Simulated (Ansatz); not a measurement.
# A series in volume per atom on Rh

Equation of state of a cubic crystal from periodic Kohn-Sham density functional theory without spin; pressure corrected for the finite basis. The results are calculated, by Ansatz 0.2.0 development build.

Cell of the first row (space group Fd-3m, No. 227):
```
CELL_PARAMETERS angstrom
0.00000 2.70090 2.70090
2.70090 0.00000 2.70090
2.70090 2.70090 0.00000
ATOMIC_POSITIONS crystal
Rh 0.00000 0.00000 0.00000
Rh 0.25000 0.25000 0.25000
```

Settings of every row: formula Rh; structure type diamond; functional PBE; spin treatment none; k mesh 17x17x17; occupation method fermi-dirac; occupation width 0.061225619 eV; wave cutoff 540 eV; datasets hand-made PAW; density cutoff ratio 4.

Limits: a cubic model structure, not a phase known at ambient conditions; modest k-mesh, values are not fully converged in k; the SCF threshold is loose for a stress in some rows.

```
row  volume per atom (Å³)  energy above lowest point (meV/atom)  pressure (GPa)
  1                19.702                                 34.16           9.277
  2                20.121                                     ?               ?
  3                 20.54                                  3.47           2.719
  4                 20.96                                     0          -0.008
  5                21.379                                  3.24          -2.421
  6                21.798                                 12.43          -4.556
```

Question: what energy above lowest point and pressure should row 2 give?

Worked fit of energy above lowest point. Take u = (V_r/V)^(2/3) − 1 with V_r = 20.96 Å³ an atom, which is twice the finite (Eulerian) strain; such expansions in the strain, on which the Birch-Murnaghan equation of state is built, carry the rest volume and the bulk modulus. The shown rows have u = 0.04213, 0.01359, 0, -0.01311, -0.0258. Least squares give energy above lowest point = −0.046 + 6.77 × u + 19097.4 × u² meV/atom; a straight line predicts inner rows, each left out in turn, worse (root mean square 11 against 0.15 meV/atom). The rows lie off it by 0.02, -0.10, 0.05, 0.09, -0.06 (root mean square 0.07 meV/atom). Its lowest point lies at u = -0.0002, or V = 20.97 Å³ an atom, and the curvature there gives the bulk modulus at fixed shape and fractions, B = (4/9)(1 + u)² E″(u)/V = 130 GPa. The withheld row has u = 0.02761, so the fit gives −0.046 + 6.77 × (0.02761) + 19097.4 × (0.02761)² = 14.70 meV/atom.

The calculation gave 14.53 meV/atom. The fit lies 0.17 meV/atom (1.2 % of the value, 0.5 % of the column's range) above it; its largest miss of a shown row is 0.10 meV/atom.

Worked fit of pressure. Take u = (V_r/V)^(2/3) − 1 with V_r = 20.96 Å³ an atom, which is twice the finite (Eulerian) strain; such expansions in the strain, on which the Birch-Murnaghan equation of state is built, carry the rest volume and the bulk modulus. The shown rows have u = 0.04213, 0.01359, 0, -0.01311, -0.0258. Least squares give pressure = −0.0131 + 192.815 × u + 656.18 × u² GPa; a straight line predicts inner rows, each left out in turn, worse (root mean square 0.37 against 0.013 GPa). The rows lie off it by 0.002, -0.009, 0.005, 0.007, -0.005 (root mean square 0.0061 GPa). The pressure vanishes at u = 0.0001, or V = 20.96 Å³ an atom, and there the bulk modulus at fixed shape and fractions is B = −V dP/dV = (2/3)(1 + u) dP/du = 129 GPa. The withheld row has u = 0.02761, so the fit gives −0.0131 + 192.815 × (0.02761) + 656.18 × (0.02761)² = 5.811 GPa.

The calculation gave 5.798 GPa. The fit lies 0.013 GPa (0.094 % of the column's range) above it; its largest miss of a shown row is 0.009 GPa.
